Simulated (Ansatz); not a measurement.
**Pressure series of MgTe (P6_3mc)**

```xyz
4
Lattice="4.5092 0.0000 0.0000 -2.2546 3.9051 0.0000 0.0000 0.0000 7.3372" Properties=species:S:1:pos:R:3 pbc="T T T"
Mg    0.0000    2.6034    0.0313
Mg    2.2546    1.3017    3.6999
Te    0.0000    2.6034    2.7935
Te    2.2546    1.3017    6.4621
```

This is the zero-pressure cell under LDA. Cell and atoms are relaxed by PAW (default files of Ansatz 0.2.0, cutoff 420 eV, stress met within about 0.05 GPa) at each pressure, in this structure whether or not another phase would take over; P is the pressure reached, less that of this cell. Levels come from LDA, all-electron LAPW in Ansatz 0.2.0, scalar-relativistic; k mesh 6×6×4, fixed occupations, basis error target 0.5 meV/atom. Conduction levels are in eV over the valence top (at Γ), at fixed fractional wave vectors («min» is a refined band extremum of the unstrained crystal off the named points).

| P (GPa) | V/V₀ | c/a | Γ | min (oblique) | M ⊥ z | L (oblique) |
| --- | --- | --- | --- | --- | --- | --- |
| -2.00 | 1.0604 | 1.6267 | 2.162 | 2.895 | 3.052 | 3.077 |
| 0.00 | 1.0000 | 1.6271 | 2.427 | 2.921 | 3.041 | 3.117 |
| 1.99 | ? | ? | ? | ? | ? | ? |
| 3.96 | 0.9180 | 1.6256 | 2.833 | 2.930 | 2.992 | 3.145 |
| 6.99 | 0.8728 | 1.6249 | 3.086 | 2.921 | 2.951 | 3.148 |
| 9.97 | 0.8369 | 1.6242 | 3.291 | 2.904 | 2.909 | 3.140 |

Question: Fit the third-order Birch-Murnaghan equation to the rows shown.

Answer: With f = [(V₀/V)^(2/3) − 1]/2, the normalised pressure F = P/[3f(1 + 2f)^(5/2)] is 38.4 GPa at f = -0.0192, 39.0 GPa at f = 0.0294, 39.1 GPa at f = 0.0475, 39.2 GPa at f = 0.0630. The line F = B₀[1 + (3/2)(B′ − 4)f] gives B₀ = 38.6 GPa and B′ = 4.2.

Question: What are the volume deformation potentials and pressure coefficients of these levels at zero pressure?

Answer: 

```
        level  dE/dlnV (eV)  dE/dP = −(dE/dlnV)/B₀ (meV/GPa)  mean slope up to 4.0 GPa (meV/GPa)
            Γ         -4.64                            120.1                               102.7
min (oblique)         -0.31                              7.9                                 2.2
        M ⊥ z          0.36                             -9.3                               -12.5
  L (oblique)         -0.54                             13.9                                 7.2
```

dE/dlnV is the slope of a cubic fit in ln V at V₀. The last column is read from two rows and shows how the slope bends with pressure.

Question: Fill the row at 1.99 GPa.

Answer: The fits give V/V₀ = 0.9543 and Γ = 2.647 eV. Computed: V/V₀ = 0.9544, c/a = 1.6261, Γ = 2.644, min (oblique) = 2.930, M ⊥ z = 3.017, L (oblique) = 3.136.

Question: Where does the lowest conduction level change its place?

Answer: From Γ to min (oblique) near 5.1 GPa, by linear interpolation between the computed rows. Errors in the spacing of the valleys shift these pressures.

Caveats: no other phase was computed; many crystals of this kind change structure within this range, and rows or crossings beyond such a change describe a metastable lattice; no spin-orbit coupling on heavy atoms; the frozen-core PAW files of the relaxations were fitted under PBE, their cores solved anew for this functional; semilocal gaps are low, and the spacing of valleys can be off by tenths of an eV; levels are read at fixed fractional k, so an edge that moves off these points is missed.
